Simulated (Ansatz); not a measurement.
System: PbTe (rock salt type), 2 atoms in the cell.

```yaml
crystal:
  lattice:
    - [0.00000, 3.28500, 3.28500]
    - [3.28500, 0.00000, 3.28500]
    - [3.28500, 3.28500, 0.00000]
  atoms:
    - { symbol: Pb, position: [0.00000, 0.00000, 0.00000] }
    - { symbol: Te, position: [0.50000, 0.50000, 0.50000] }
```
Lattice in Å, positions in fractions of it.

Level of theory: Ansatz 0.2.0 development build, PBE, plane waves, PAW datasets (generated hard set).

Cutoff 700 eV; k-mesh 8×8×8 Γ-centred; Fermi–Dirac smearing of 0.1 eV; no spin polarisation; no spin–orbit coupling.

Problem. How large is the gap on this mesh, is it direct, and where do the band edges lie (fractions of the reciprocal vectors of this cell)?

Solution. 0.83 eV, direct at (0.000, 0.000, -0.500).

Problem. List the levels near the gap at (0.000, 0.000, 0.000), (0.000, 0.000, 0.250), (0.000, 0.000, -0.500), (0.000, 0.125, -0.250), (0.000, 0.125, -0.125), (0.000, 0.250, -0.500), in eV from the top of the valence band (v1 is the highest filled band, c1 the lowest empty one).

Solution. 
```json
{"k": "(0.000, 0.000, 0.000)", "v4": "-5.71", "v3": "-1.16", "v2": "-1.16", "v1": "-1.16", "c1": "4.03", "c2": "4.03", "c3": "4.03"}
{"k": "(0.000, 0.000, 0.250)", "v4": "-6.93", "v3": "-1.00", "v2": "-1.00", "v1": "-0.59", "c1": "2.16", "c2": "2.51", "c3": "2.51"}
{"k": "(0.000, 0.000, -0.500)", "v4": "-8.33", "v3": "-0.73", "v2": "-0.73", "v1": "0.00", "c1": "0.83", "c2": "1.40", "c3": "1.40"}
{"k": "(0.000, 0.125, -0.250)", "v4": "-7.31", "v3": "-1.98", "v2": "-0.63", "v1": "-0.12", "c1": "1.36", "c2": "1.72", "c3": "3.77"}
{"k": "(0.000, 0.125, -0.125)", "v4": "-6.55", "v3": "-1.66", "v2": "-0.80", "v1": "-0.47", "c1": "2.20", "c2": "2.46", "c3": "4.05"}
{"k": "(0.000, 0.250, -0.500)", "v4": "-7.82", "v3": "-2.89", "v2": "-1.88", "v1": "-1.69", "c1": "3.16", "c2": "3.41", "c3": "4.40"}
```

A gap read on the mesh is an upper bound of this method's gap, since the mesh can miss a band edge. Spin–orbit coupling is left out; with heavy elements it can shift the gap and split levels by tenths of an eV. Semilocal functionals give gaps that mostly lie well below measured ones.
